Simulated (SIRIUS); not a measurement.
A run of SIRIUS 7.10.0:

File sirius.json:

```json
{
  "control": {
    "processing_unit": "cpu",
    "verbosity": 2,
    "num_bands_to_print": 23,
    "print_forces": true,
    "print_stress": true
  },
  "parameters": {
    "electronic_structure_method": "pseudopotential",
    "xc_functionals": ["XC_GGA_X_PBE", "XC_GGA_C_PBE"],
    "gk_cutoff": 6.4,
    "pw_cutoff": 20.0,
    "ngridk": [6, 6, 3],
    "shiftk": [0, 0, 0],
    "smearing": "fermi_dirac",
    "smearing_width": 0.0018374661,
    "num_bands": 23,
    "num_mag_dims": 0,
    "num_dft_iter": 100,
    "energy_tol": 1e-08,
    "density_tol": 1e-06
  },
  "iterative_solver": {
    "type": "davidson",
    "min_tolerance": 1e-09,
    "tolerance_scale": [0.1, 0.25]
  },
  "mixer": {
    "type": "anderson",
    "beta": 0.7,
    "max_history": 8
  },
  "settings": {
    "tol_ne": 1e-10
  },
  "unit_cell": {
    "lattice_vectors": [
      [1.0, 0.0, 0.0],
      [-0.500000001817, 0.866025404457, 0.0],
      [0.0, 0.0, 1.621838285544]
    ],
    "lattice_vectors_scale": 5.1993506775,
    "atom_coordinate_units": "lattice",
    "atom_types": ["Ir"],
    "atom_files": {
      "Ir": "Ir.json"
    },
    "atoms": {
      "Ir": [
        [0.66935147, 0.3368738, 0.74829509],
        [0.33064853, 0.6631262, 0.25170491]
      ]
    }
  }
}
```

Potentials or basis: JTH 2.0 PBE (PAW).

Run with:

```bash
$ upf_to_json Ir.GGA_PBE-JTH.UPF
$ OMP_NUM_THREADS=1 sirius.scf --input=sirius.json --output=out.json --task=0
```

Hardware: 1 thread of Arm Neoverse V1, on a shared host.

Question: Estimate the wall time of this run.

Answer: Run time: 50 s on 1 thread of Arm Neoverse V1, with other jobs on the host, peak memory 0.34 GiB. Counts: scf iterations 14, k points 56, plane waves 881, bands 23.
